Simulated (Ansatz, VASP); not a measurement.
# One calculation of CdF2, two programs

```
Cd F
1.0
     0.00000    2.69400    2.69400
     2.69400    0.00000    2.69400
     2.69400    2.69400    0.00000
Cd F
1 2
Cartesian
  0.1083 0.1083 0.1083
  1.3470 1.3470 1.3470
  4.0410 4.0410 4.0410
```

Change from the starting cell: all Cd atoms moved +0.188 Å, as atom 1 along Cartesian [1 1 1].

Alike in both runs: task single point; functional LDA; k mesh 8 × 8 × 8; occupations gaussian, width 0.05 eV; no spin polarisation.

```csv
,VASP,Ansatz
version,VASP 6.6.1,Ansatz 0.2.0
potentials or method,"VASP PAW LDA potentials, release 64 (Cd, F)","scalar-relativistic, plane waves, PAW"
plane-wave cutoff (eV),520,420
valence electrons in the cell,26,34
```

```csv
,VASP,Ansatz,Ansatz less VASP
gap on the k mesh at the Fermi level (eV),2.84,2.85,+0.018
least direct gap on the mesh (eV),3.31,3.32,+0.010
pressure (GPa),-2.6,-3.7,-1.10
largest component of the traceless stress (GPa),1.36,1.24,-0.118
rms of the force components (eV/Å),0.469,0.415,-0.0544
```

Atom by atom the forces differ by 0.054 eV/Å (rms over components). The two sets of potentials don't hold the same shells in valence.

Caveats: forces of over 1 eV/Å show positions far from the minimum, so gaps and moduli don't describe the material at rest. A k mesh can miss the band edges.
